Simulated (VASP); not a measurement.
# SrCd: F adatom to the next equal site, part 3 of 4

How hard is this move in SrCd: F adatom to the next equal site? Both ends are relaxed first, then a band of images between them. The start is a cell from a database of measured crystal structures.

VASP 6.6.1; PBEsol, spin-polarised, with small moments to start from; plane waves and PAW (Sr_sv, Cd, F).

So far. Step 2 (Relax the start): The run ended after 25 ionic steps, 0.446 eV below its first step, once the forces on the free atoms met EDIFFG = -0.04.

**3. Relax the end**

The end state is relaxed in the same way, so that both ends share their errors.

INCAR

```
SYSTEM = Sr8Cd8F
PREC = Normal
ENCUT = 400
EDIFF = 1E-05
NELM = 120
ISMEAR = 0
SIGMA = 0.1
LREAL = Auto
ALGO = Fast
GGA = PS
NBANDS = 121
ISPIN = 2
MAGMOM = 0 0 0 0 0 0 0 0 0 0 0 0 0 0 0.6 0.6 0.6
LORBIT = 11
LWAVE = .FALSE.
LCHARG = .FALSE.
NCORE = 3
IBRION = 2
NSW = 50
ISIF = 2
EDIFFG = -0.04
POTIM = 0.4
MAXMIX = 40
ISYM = 0
```

POSCAR

```
Sr8Cd8F
1.0
    8.0060000000      0.0000000000      0.0000000000
    0.0000000000      5.6610968902      0.0000000000
    0.0000000000      0.0000000000     23.4916453353
Sr Cd F
8 8 1
Selective dynamics
Direct
    0.2500000000      0.0000000000      0.3192624400  F F F
    0.7500000000      0.0000000000      0.3192624400  F F F
    0.2500000000      0.5000000000      0.4397541500  F F F
    0.7500000000      0.5000000000      0.4397541500  F F F
    0.2472336422      0.0007051091      0.5598484750  T T T
    0.7505883228      0.0026832946      0.5588421277  T T T
    0.2506354937      0.5043265360      0.6804842556  T T T
    0.7479744827      0.5026575904      0.6809533359  T T T
    0.0000000000      0.5000000000      0.3192624400  F F F
    0.5000000000      0.5000000000      0.3192624400  F F F
    0.0000000000      0.0000000000      0.4397541500  F F F
    0.5000000000      0.0000000000      0.4397541500  F F F
   -0.0000026200      0.5015741598      0.5606446338  T T T
    0.5021889638      0.5009061340      0.5601651163  T T T
   -0.0006466352      0.0037298171      0.6788212581  T T T
    0.4996536215      0.0001165855      0.6795240656  T T T
    0.7508314105      0.0810324329      0.7434791553  T T T
```

KPOINTS

```
Automatic mesh
0
Gamma
2 3 1
0 0 0
```

The projector-augmented-wave data sets are Sr_sv, Cd and F (PBE family, release 64).

The run is started by

```sh
$ mpirun -np 3 vasp_std
```

What it wrote:

```text
[banner, memory and clock lines left out]
running    3 mpi-ranks, on    1 nodes
 distrk:  each k-point on    3 cores,    1 groups
 distr:  one band on    3 cores,    1 groups

 POSCAR found type information on POSCAR SrCdF
 POSCAR found :  3 types and      17 ions
 [... a notice as in an earlier step ...]

 LDA part: xc-table for (Slater+PW92), standard interpolation
 POSCAR, INCAR and KPOINTS ok, starting setup
 FFT: planning ... GRIDC
 FFT: planning ... GRID_SOFT
 FFT: planning ... GRID
 WAVECAR not read
 entering main loop
       N       E                     dE             d eps       ncg     rms          rms(c)
DAV:   1     0.124641648318E+04    0.12464E+04   -0.72623E+04  2112   0.104E+03
DAV:   2     0.716612656614E+02   -0.11748E+04   -0.11412E+04  2177   0.314E+02
DAV:   3    -0.267914625905E+02   -0.98453E+02   -0.97370E+02  2352   0.761E+01
DAV:   4    -0.345545803504E+02   -0.77631E+01   -0.76711E+01  3144   0.158E+01
DAV:   5    -0.352151994865E+02   -0.66062E+00   -0.66045E+00  3088   0.326E+00    0.485E+01
RMM:   6    -0.313690352566E+02    0.38462E+01   -0.10560E+01  1984   0.782E+00    0.254E+01
RMM:   7    -0.326620541612E+02   -0.12930E+01   -0.31773E+00  2008   0.341E+00    0.157E+01
RMM:   8    -0.321687684812E+02    0.49329E+00   -0.11566E+00  2139   0.200E+00    0.107E+01
RMM:   9    -0.310046238532E+02    0.11641E+01   -0.34737E-01  2208   0.122E+00    0.316E+00
RMM:  10    -0.310181258648E+02   -0.13502E-01   -0.74005E-02  2378   0.512E-01    0.182E+00
RMM:  11    -0.310644468917E+02   -0.46321E-01   -0.31993E-02  2421   0.316E-01    0.112E+00
RMM:  12    -0.311679527080E+02   -0.10351E+00   -0.29365E-02  2477   0.286E-01    0.414E-01
RMM:  13    -0.312375063120E+02   -0.69554E-01   -0.13556E-02  2994   0.165E-01    0.343E-01
RMM:  14    -0.313111447625E+02   -0.73638E-01   -0.11321E-02  3039   0.129E-01    0.313E-01
RMM:  15    -0.314626881151E+02   -0.15154E+00   -0.42249E-02  2598   0.191E-01    0.218E-01
RMM:  16    -0.315121116447E+02   -0.49424E-01   -0.12067E-02  2829   0.994E-02    0.185E-01
RMM:  17    -0.315578708711E+02   -0.45759E-01   -0.15980E-02  2749   0.106E-01    0.153E-01
RMM:  18    -0.316003775026E+02   -0.42507E-01   -0.17810E-02  2639   0.107E-01    0.966E-02
RMM:  19    -0.316337701945E+02   -0.33393E-01   -0.79228E-03  2728   0.644E-02    0.755E-02
RMM:  20    -0.316434424037E+02   -0.96722E-02   -0.21852E-03  2565   0.396E-02    0.594E-02
RMM:  21    -0.316552704922E+02   -0.11828E-01   -0.43931E-03  2376   0.528E-02    0.313E-02
WARNING in EDDRMM: call to ZHEGV failed, returncode =   6  3     56
RMM:  22    -0.316568570752E+02   -0.15866E-02   -0.10063E-03  2155   0.258E-02    0.222E-02
WARNING in EDDRMM: call to ZHEGV failed, returncode =   8  4     88
RMM:  23    -0.316578975228E+02   -0.10404E-02   -0.30725E-04  1803   0.166E-02    0.167E-02
RMM:  24    -0.316595498138E+02   -0.16523E-02   -0.41598E-04  1791   0.167E-02    0.116E-02
RMM:  25    -0.316601043034E+02   -0.55449E-03   -0.11119E-04  1605   0.983E-03    0.920E-03
RMM:  26    -0.316608133934E+02   -0.70909E-03   -0.83495E-05  1650   0.861E-03    0.618E-03
RMM:  27    -0.316612716583E+02   -0.45826E-03   -0.70113E-05  1474   0.695E-03    0.446E-03
RMM:  28    -0.316614566684E+02   -0.18501E-03   -0.33229E-05  1230   0.523E-03    0.307E-03
RMM:  29    -0.316615591106E+02   -0.10244E-03   -0.17399E-05  1065   0.435E-03    0.225E-03
RMM:  30    -0.316616107418E+02   -0.51631E-04   -0.88256E-06   906   0.350E-03    0.159E-03
RMM:  31    -0.316616511391E+02   -0.40397E-04   -0.71385E-06   865   0.314E-03    0.107E-03
RMM:  32    -0.316616676216E+02   -0.16482E-04   -0.45602E-06   768   0.271E-03    0.788E-04
RMM:  33    -0.316616709088E+02   -0.32872E-05   -0.22886E-06   676   0.238E-03
   1 F= -.31661671E+02 E0= -.31636690E+02  d E =-.316617E+02  mag=    -0.0012
 curvature:   0.00 expect dE= 0.000E+00 dE for cont linesearch  0.000E+00
 trial: gam= 0.00000 g(F)=  0.638E-01 g(S)=  0.000E+00 ort = 0.000E+00 (trialstep = 0.100E+01)
 search vector abs. value=  0.638E-01
 bond charge predicted
       N       E                     dE             d eps       ncg     rms          rms(c)
DAV:   1    -0.316982962500E+02   -0.36629E-01   -0.12669E+01  2144   0.709E+00    0.731E-01
RMM:   2    -0.317151171643E+02   -0.16821E-01   -0.29366E-01  2024   0.954E-01    0.408E-01
RMM:   3    -0.317224218510E+02   -0.73047E-02   -0.25017E-02  2166   0.306E-01    0.223E-01
RMM:   4    -0.317232033943E+02   -0.78154E-03   -0.68263E-03  2485   0.129E-01    0.177E-01
RMM:   5    -0.317234806121E+02   -0.27722E-03   -0.20047E-03  2406   0.644E-02    0.832E-02
RMM:   6    -0.317236206303E+02   -0.14002E-03   -0.95830E-04  2328   0.406E-02    0.273E-02
WARNING in EDDRMM: call to ZHEGV failed, returncode =   6  3     86
RMM:   7    -0.317238626130E+02   -0.24198E-03   -0.47525E-04  2103   0.280E-02    0.198E-02
RMM:   8    -0.317240463647E+02   -0.18375E-03   -0.25743E-04  1904   0.188E-02    0.173E-02
RMM:   9    -0.317242150629E+02   -0.16870E-03   -0.16349E-04  1844   0.152E-02    0.932E-03
RMM:  10    -0.317242804270E+02   -0.65364E-04   -0.88730E-05  1648   0.116E-02    0.405E-03
RMM:  11    -0.317243000301E+02   -0.19603E-04   -0.44067E-05  1258   0.804E-03    0.291E-03
RMM:  12    -0.317243232560E+02   -0.23226E-04   -0.28756E-05  1190   0.653E-03    0.185E-03
RMM:  13    -0.317243328040E+02   -0.95480E-05   -0.15641E-05  1064   0.524E-03
   2 F= -.31724333E+02 E0= -.31698862E+02  d E =-.626619E-01  mag=     0.0003
[...]
WARNING in EDDRMM: call to ZHEGV failed, returncode =   8  4     75
WARNING in EDDRMM: call to ZHEGV failed, returncode =   6  3     77
[... from here on, the cycles between the ionic steps are left out ...]
   3 F= -.31891111E+02 E0= -.31863977E+02  d E =-.229440E+00  mag=    -0.0009
   4 F= -.31960127E+02 E0= -.31928821E+02  d E =-.298456E+00  mag=    -0.0008
   5 F= -.31995278E+02 E0= -.31966237E+02  d E =-.333607E+00  mag=     0.0050
   6 F= -.32005716E+02 E0= -.31975673E+02  d E =-.344045E+00  mag=     0.0017
   7 F= -.32006557E+02 E0= -.31976750E+02  d E =-.344886E+00  mag=     0.0024
[...]
WARNING in EDDRMM: call to ZHEGV failed, returncode =   8  4     38
   8 F= -.32042357E+02 E0= -.32010838E+02  d E =-.358001E-01  mag=    -0.0052
[...]
WARNING in EDDRMM: call to ZHEGV failed, returncode =   8  4     84
[...]
WARNING in EDDRMM: call to ZHEGV failed, returncode =   8  4     79
   9 F= -.32057994E+02 E0= -.32023563E+02  d E =-.514371E-01  mag=    -0.0010
[...]
WARNING in EDDRMM: call to ZHEGV failed, returncode =   6  3     35
  10 F= -.32081527E+02 E0= -.32046242E+02  d E =-.235337E-01  mag=    -0.0019
  11 F= -.32084435E+02 E0= -.32048786E+02  d E =-.264410E-01  mag=     0.0000
  12 F= -.32095690E+02 E0= -.32060540E+02  d E =-.112553E-01  mag=    -0.0002
  13 F= -.32107669E+02 E0= -.32073582E+02  d E =-.232342E-01  mag=     0.0009
[...]
WARNING in EDDRMM: call to ZHEGV failed, returncode =   6  3     82
  14 F= -.32108275E+02 E0= -.32074492E+02  d E =-.238407E-01  mag=     0.0001
[...]
WARNING in EDDRMM: call to ZHEGV failed, returncode =   6  3     81
  15 F= -.32112279E+02 E0= -.32078530E+02  d E =-.400399E-02  mag=    -0.0004
  16 F= -.32112781E+02 E0= -.32079047E+02  d E =-.450573E-02  mag=     0.0003
[...]
WARNING in EDDRMM: call to ZHEGV failed, returncode =   6  3     83
  17 F= -.32116556E+02 E0= -.32082737E+02  d E =-.377485E-02  mag=    -0.0009
[...]
WARNING in EDDRMM: call to ZHEGV failed, returncode =   6  3     74
[...]
WARNING in EDDRMM: call to ZHEGV failed, returncode =   6  3     64
[...]
WARNING in EDDRMM: call to ZHEGV failed, returncode =   8  4     76
  18 F= -.32123181E+02 E0= -.32089325E+02  d E =-.103995E-01  mag=    -0.0010
[...]
WARNING in EDDRMM: call to ZHEGV failed, returncode =   6  3     34
[...]
WARNING in EDDRMM: call to ZHEGV failed, returncode =   6  3     93
  19 F= -.32123574E+02 E0= -.32089796E+02  d E =-.107933E-01  mag=    -0.0005
[...]
WARNING in EDDRMM: call to ZHEGV failed, returncode =   8  4     52
[...]
WARNING in EDDRMM: call to ZHEGV failed, returncode =   8  4     84
  20 F= -.32125742E+02 E0= -.32091919E+02  d E =-.216736E-02  mag=     0.0118
[...]
WARNING in EDDRMM: call to ZHEGV failed, returncode =   6  3     37
[...]
WARNING in EDDRMM: call to ZHEGV failed, returncode =   6  3     81
  21 F= -.32127255E+02 E0= -.32093383E+02  d E =-.368019E-02  mag=    -0.0116
  22 F= -.32130546E+02 E0= -.32096626E+02  d E =-.329188E-02  mag=    -0.0006
  23 F= -.32131328E+02 E0= -.32097383E+02  d E =-.407336E-02  mag=     0.0022
[...]
WARNING in EDDRMM: call to ZHEGV failed, returncode =   6  3     89
  24 F= -.32131640E+02 E0= -.32097649E+02  d E =-.438496E-02  mag=     0.0009
  25 F= -.32131765E+02 E0= -.32097790E+02  d E =-.451049E-02  mag=     0.0022
  26 F= -.32132328E+02 E0= -.32098133E+02  d E =-.562536E-03  mag=    -0.0189
  27 F= -.32132596E+02 E0= -.32098047E+02  d E =-.831259E-03  mag=    -0.0038
 curvature:  -9.12 expect dE=-0.385E-02 dE for cont linesearch -0.243E-04
 trial: gam= 1.33137 g(F)=  0.422E-03 g(S)=  0.000E+00 ort =-0.400E-04 (trialstep = 0.230E+01)
 search vector abs. value=  0.138E-02
 bond charge predicted
       N       E                     dE             d eps       ncg     rms          rms(c)
DAV:   1    -0.321308497305E+02    0.17501E-02   -0.14630E+00  2020   0.282E+00    0.366E-01
RMM:   2    -0.321271280382E+02    0.37217E-02   -0.25651E-02  2008   0.341E-01    0.156E-01
RMM:   3    -0.321288773553E+02   -0.17493E-02   -0.24522E-03  2185   0.107E-01    0.132E-01
RMM:   4    -0.321314168461E+02   -0.25395E-02   -0.89014E-04  2154   0.592E-02    0.677E-02
RMM:   5    -0.321318286476E+02   -0.41180E-03   -0.55070E-04  2143   0.515E-02    0.137E-01
RMM:   6    -0.321319719041E+02   -0.14326E-03   -0.17181E-04  2069   0.240E-02    0.889E-02
RMM:   7    -0.321324161968E+02   -0.44429E-03   -0.98570E-05  2029   0.195E-02    0.504E-02
RMM:   8    -0.321326265241E+02   -0.21033E-03   -0.56952E-05  1721   0.134E-02    0.277E-02
RMM:   9    -0.321328780525E+02   -0.25153E-03   -0.45693E-05  1683   0.110E-02    0.148E-02
RMM:  10    -0.321331201091E+02   -0.24206E-03   -0.27936E-05  1432   0.861E-03    0.779E-03
RMM:  11    -0.321332073347E+02   -0.87226E-04   -0.18127E-05  1320   0.744E-03    0.891E-03
RMM:  12    -0.321332733912E+02   -0.66057E-04   -0.86300E-06  1006   0.508E-03    0.486E-03
RMM:  13    -0.321333971309E+02   -0.12374E-03   -0.11221E-05  1065   0.461E-03    0.312E-03
RMM:  14    -0.321334933229E+02   -0.96192E-04   -0.96700E-06   871   0.349E-03    0.241E-03
RMM:  15    -0.321335250452E+02   -0.31722E-04   -0.33105E-06   713   0.242E-03    0.170E-03
RMM:  16    -0.321335460984E+02   -0.21053E-04   -0.21135E-06   628   0.216E-03    0.120E-03
RMM:  17    -0.321335559043E+02   -0.98059E-05   -0.14143E-06   618   0.203E-03
  28 F= -.32133556E+02 E0= -.32098841E+02  d E =-.959602E-03  mag=    -0.0001
 trial-energy change:   -0.000960  1 .order   -0.000496   -0.000847   -0.000146
 step:   2.3903(harm=  2.7735)  dis= 0.00893  next Energy=   -32.133559 (dE=-0.963E-03)
 reached required accuracy - stopping structural energy minimisation
```

Run time: 25 min. Hardware: 3 MPI ranks of Intel Xeon 6975P-C (Granite Rapids), shared host; peak memory 1.1 GiB; 74 min of CPU time.

From OUTCAR (step 3):

```text
 Found      4 irreducible k-points:

   NELECT =     183.0000    total number of electrons

 E-fermi :  -0.2926

 spin component 1
 k-point     1 :       0.0000    0.0000    0.0000
  band No.  band energies     occupation
    ...
     89      -0.8303      1.00000
     90      -0.7372      1.00000
     91      -0.5290      0.99959
     92      -0.4937      0.99777
     93      -0.3139      0.61846
     94      -0.2641      0.34337
     95      -0.1979      0.09028
     96      -0.1117      0.00525
     97       0.5107      0.00000
     98       0.5119      0.00000
    ...

 k-point     2 :       0.5000    0.0000    0.0000
  band No.  band energies     occupation
    ...
     87      -0.6943      1.00000
     88      -0.5442      0.99981
     89      -0.4123      0.95477
     90      -0.4098      0.95122
     91      -0.3341      0.72113
     92      -0.2910      0.49101
     93      -0.2826      0.44349
     94      -0.2155      0.13785
     95       0.1956      0.00000
     96       0.2203      0.00000
    ...

 k-point     3 :       0.0000    0.3333    0.0000
  band No.  band energies     occupation
    ...
     88      -1.4566      1.00000
     89      -1.0768      1.00000
     90      -0.8037      1.00000
     91      -0.6114      1.00000
     92      -0.4781      0.99564
     93      -0.0833      0.00154
     94       0.0888      0.00000
     95       0.1681      0.00000
     96       0.2424      0.00000
     97       0.5358      0.00000
    ...

 k-point     4 :       0.5000    0.3333    0.0000
  band No.  band energies     occupation
    ...
     86      -1.6340      1.00000
     87      -1.0675      1.00000
     88      -1.0513      1.00000
     89      -0.9201      1.00000
     90      -0.8087      1.00000
     91      -0.2101      0.12161
     92      -0.1032      0.00370
     93      -0.0362      0.00014
     94       0.0171      0.00001
     95       0.1732      0.00000
    ...

  Total       -5.7283384     -3.7845633     -3.3288733      0.0012766      0.1576041     -0.0112999
  in kB       -8.6200471     -5.6950396     -5.0093138      0.0019210      0.2371639     -0.0170041
  external PRESSURE =      -6.4414668 kB  Pullay stress =       0.0000000 kB

 POSITION                                       TOTAL-FORCE (eV/Angst)
 -----------------------------------------------------------------------------------
      2.00150      0.00000      7.50000         0.000406      0.007702     -0.001077
      6.00450      0.00000      7.50000         0.000492     -0.000292     -0.035147
      2.00150      2.83055     10.33055         0.000858     -0.016535     -0.037227
      6.00450      2.83055     10.33055         0.000207     -0.037791     -0.102699
      2.00218      5.63428     13.11327         0.003444     -0.009410      0.015272
      6.00373      5.58045     13.11646         0.002175      0.000276      0.004427
      2.00121      2.90300     15.96795         0.003820      0.011551     -0.007671
      6.00566      2.83450     16.20523        -0.001120      0.019904     -0.021277
      0.00000      2.83055      7.50000         0.013423     -0.005421      0.231396
      4.00300      2.83055      7.50000        -0.012442     -0.005396      0.231038
      0.00000      0.00000     10.33055        -0.008777      0.006253     -0.148049
      4.00300      0.00000     10.33055         0.009541      0.005453     -0.149655
      7.88348      2.71677     13.33214        -0.004433      0.019676      0.003799
      4.12689      2.72051     13.33472         0.003220      0.011184     -0.005287
      0.14629      0.05541     15.71247         0.015360      0.003831      0.012473
      3.85862      0.05480     15.71725        -0.026743      0.003492      0.001461
      6.00791      0.70405     16.98433         0.000569     -0.014478      0.008222
 -----------------------------------------------------------------------------------
    total drift:                               -0.007194      0.006970     -0.061643

  FREE ENERGIE OF THE ION-ELECTRON SYSTEM (eV)
  ---------------------------------------------------
  free  energy   TOTEN  =       -32.1335559043 eV

  energy  without entropy=      -32.0641261990  energy(sigma->0) =      -32.09884105

 total charge
# of ion       s       p       d       tot
------------------------------------------
    1        2.046   5.696   0.180   7.922
    2        2.047   5.696   0.179   7.921
    3        2.038   5.707   0.199   7.944
    4        2.038   5.711   0.200   7.949
    5        2.037   5.714   0.217   7.968
    6        2.039   5.717   0.213   7.968
    7        2.044   5.704   0.197   7.944
    8        2.035   5.711   0.206   7.951
    9        0.641   0.214   9.456  10.311
   10        0.641   0.214   9.456  10.311
   11        0.626   0.259   9.444  10.330
   12        0.626   0.259   9.444  10.330
   13        0.614   0.257   9.448  10.319
   14        0.614   0.257   9.448  10.319
   15        0.641   0.212   9.466  10.319
   16        0.641   0.212   9.466  10.319
   17        1.777   4.319   0.000   6.095
--------------------------------------------------
tot         23.145  51.857  77.220 152.222

 magnetization (x)
# of ion       s       p       d       tot
------------------------------------------
    1        0.000   0.000   0.000   0.000
    2        0.000   0.000   0.000   0.000
    3       -0.000   0.000   0.000   0.000
    4       -0.000   0.000  -0.000   0.000
    5       -0.000   0.000  -0.000  -0.000
    6        0.000   0.000  -0.000  -0.000
    7       -0.000  -0.000  -0.000  -0.000
    8       -0.000  -0.000  -0.000  -0.000
    9        0.000  -0.000  -0.000  -0.000
   10        0.000  -0.000  -0.000  -0.000
   11       -0.000   0.000  -0.000  -0.000
   12       -0.000   0.000  -0.000  -0.000
   13       -0.000  -0.000  -0.000  -0.000
   14       -0.000  -0.000  -0.000  -0.000
   15       -0.000  -0.000   0.000  -0.000
   16       -0.000  -0.000   0.000  -0.000
   17       -0.000   0.000   0.000  -0.000
--------------------------------------------------
tot         -0.000  -0.000  -0.000  -0.000

[... 6 parts as in an earlier step ...]

[... 6 further parts left out ...]
```

CONTCAR:

```
Sr8Cd8F
   1.00000000000000
     8.0060000000000002    0.0000000000000000    0.0000000000000000
     0.0000000000000000    5.6610968901999996    0.0000000000000000
     0.0000000000000000    0.0000000000000000   23.4916453352999994
  Sr              Cd              F
     8     8     1
Selective dynamics
Direct
     0.2500000000000000    0.0000000000000000    0.3192624400000028   F   F   F
     0.7500000000000000    0.0000000000000000    0.3192624400000028   F   F   F
     0.2500000000000000    0.5000000000000000    0.4397541499999988   F   F   F
     0.7500000000000000    0.5000000000000000    0.4397541499999988   F   F   F
     0.2500854296294325    0.9952632950429673    0.5582098469680665   T   T   T
     0.7499036497871285    0.9857548466086974    0.5583456465114156   T   T   T
     0.2499642716948881    0.5127979694780115    0.6797287684205179   T   T   T
     0.7501447654925197    0.5006986358130548    0.6898294598554491   T   T   T
     0.0000000000000000    0.5000000000000000    0.3192624400000028   F   F   F
     0.5000000000000000    0.5000000000000000    0.3192624400000028   F   F   F
     0.0000000000000000    0.0000000000000000    0.4397541499999988   F   F   F
     0.5000000000000000    0.0000000000000000    0.4397541499999988   F   F   F
     0.9846970563059843    0.4799020812558445    0.5675267252019539   T   T   T
     0.5154748453043158    0.4805632057281786    0.5676368653157959   T   T   T
     0.0182730281306152    0.0097876206951102    0.6688533782822952   T   T   T
     0.4819658755866257    0.0096808630771908    0.6690568291049216   T   T   T
     0.7504262539667146    0.1243657003792106    0.7229945886121837   T   T   T
```

[end of part 3 of 4]

[Lines on the potential files, build, host, timing and source positions are cut from VASP's logs without a mark.]

[Logs are printed without paths, hosts, clocks, repeated set-up lines and the standing remarks that a program may print on its own settings, such as how far it seeks lower states.]

[Hosts, paths, dates, database ids (printed as entryN), source tags and the programs' standing remarks are cut or masked in the printed files.]

[Runs that stopped without an error message from VASP are left out.]
